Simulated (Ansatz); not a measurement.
# CoO: the cost of one run

Computed with Ansatz 0.2.0 (DFT LDA+U (U = 2 eV, J = 0.9 eV on Co d), plane waves, PAW, unless a step's input says otherwise).

2 further runs of the same task are left out: 2 that didn't finish.

## 1. The starting structure

The structure is cubic, space group F-43m (No. 216). Conventional cell: a = 4.687 Å, b = 4.687 Å, c = 4.687 Å, α = 90.00°, β = 90.00°, γ = 90.00°. Co (site symmetry -43m) has 4 O at 2.03 Å as nearest neighbours. Around O (site symmetry -43m) lie 4 Co at 2.03 Å.

As a file:

```
Co O
1.0
     0.00000    2.34364    2.34364
     2.34364    0.00000    2.34364
     4.68728    4.68728    0.00000
Co O
2 2
Direct
  0.00000 0.00000 0.00000
  0.00000 0.00000 0.50000
  0.25000 0.25000 0.12500
  0.25000 0.25000 0.62500
```

An earlier series on this cell reached its lowest free state from «ferrimagnetic site moments held at first, then free», perhaps among other starts.

## 2. Total moment locked, 5.40 μB per cell

File input.yaml:

```yaml
crystal:
  lattice:
    - [0.0, 2.34364184, 2.34364184]
    - [2.34364184, 0.0, 2.34364184]
    - [4.68728368, 4.68728368, 0.0]
  atoms:
    - { symbol: Co, position: [0.0, 0.0, 0.0], spin: 2.7 }
    - { symbol: O, position: [0.25, 0.25, 0.125] }
    - { symbol: Co, position: [0.0, 0.0, 0.5], spin: 2.7 }
    - { symbol: O, position: [0.25, 0.25, 0.625] }
basis:
  ecutwfc: 420
  ecutrho_ratio: 4
kpoints:
  mp_grid: { grid: [7, 7, 7] }
hamiltonian:
  xc: lda
  hubbard:
    sites:
      - { site: 0, l: d, u: 2.0, j: 0.9, starting_ns: [{ spin: up, occupation_matrix: s0up }, { spin: down, occupation_matrix: s0down }] }
      - { site: 2, l: d, u: 2.0, j: 0.9, starting_ns: [{ spin: up, occupation_matrix: s2up }, { spin: down, occupation_matrix: s2down }] }
    occupation_matrices:
      s0up:
        matrix:
          - [0.97, 0.0, 0.0, 0.0, 0.0]
          - [0.0, 0.97, 0.0, 0.0, 0.0]
          - [0.0, 0.0, 0.97, 0.0, 0.0]
          - [0.0, 0.0, 0.0, 0.97, 0.0]
          - [0.0, 0.0, 0.0, 0.0, 0.97]
      s0down:
        matrix:
          - [0.97, 0.0, 0.0, 0.0, 0.0]
          - [0.0, 0.02, 0.0, 0.0, 0.0]
          - [0.0, 0.0, 0.02, 0.0, 0.0]
          - [0.0, 0.0, 0.0, 0.97, 0.0]
          - [0.0, 0.0, 0.0, 0.0, 0.02]
      s2up:
        matrix:
          - [0.97, 0.0, 0.0, 0.0, 0.0]
          - [0.0, 0.97, 0.0, 0.0, 0.0]
          - [0.0, 0.0, 0.97, 0.0, 0.0]
          - [0.0, 0.0, 0.0, 0.97, 0.0]
          - [0.0, 0.0, 0.0, 0.0, 0.97]
      s2down:
        matrix:
          - [0.97, 0.0, 0.0, 0.0, 0.0]
          - [0.0, 0.02, 0.0, 0.0, 0.0]
          - [0.0, 0.0, 0.02, 0.0, 0.0]
          - [0.0, 0.0, 0.0, 0.97, 0.0]
          - [0.0, 0.0, 0.0, 0.0, 0.02]
    ns_hold: { iters: 8 }
scf:
  occupations: { method: gaussian, width: 0.05 }
  lower_state_search: "off"
  max_iter: 150
output:
  forces: true
  stress: true
  eigenvalues: true
  populations: true
  hubbard: { sites: [{ site: 0, l: d }, { site: 2, l: d }] }
magnetization:
  spin_polarized: true
  initial_magnetization: 5.4
  spin_locking: { lock_magnetization: hard }
```

The typed matrices put 0.97 on the chosen orbitals and 0.02 on the others, and are held for 8 cycles. The lock stays on to the end, so the result is a constrained state.

Started as:

```
$ ansatz run input.yaml --threads 2 --pin off --max-ram 3072MiB --backend cpu --events-out ev --progress --plain --runs-dir out
```

**Question.** How long does this run take on 2 threads of Arm Neoverse V1, shared host, and how much memory does it need?

About 18 s, with a peak of 0.4 GiB.
